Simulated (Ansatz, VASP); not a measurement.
**Two plane-wave programs on NbH**

```
CELL_PARAMETERS angstrom
-1.60696 1.60696 1.98430
1.60696 -1.60696 1.98430
1.60696 1.60696 -1.98430
ATOMIC_POSITIONS crystal
Nb 0.00000 0.00000 0.00000
H 0.50000 0.50000 0.00000
```

The cell comes from a database or a generator and needn't be the stable form of this composition.

Alike in both runs: task single point; functional LDA; k mesh 8 × 8 × 8; occupations gaussian, width 0.1 eV; no spin polarisation.

```csv
,VASP,Ansatz
version,VASP 6.6.1,Ansatz 0.2.0
potentials or method,"VASP PAW LDA potentials, release 64 (Nb_sv, H)","scalar-relativistic, plane waves, PAW"
plane-wave cutoff (eV),520,420
valence electrons in the cell,14,14
```

Ansatz gave:

| Item | Value |
| --- | --- |
| gap on the k mesh at the Fermi level (eV) | none |
| pressure (GPa) | -10.9 |
| largest component of the traceless stress (GPa) | 2.29 |

Q: Estimate VASP's values.

A: gap on the k mesh at the Fermi level (eV): none; pressure (GPa): -11.1; largest component of the traceless stress (GPa): 2.33.

A gap of «none» marks a metal or a gap that the smearing closes.
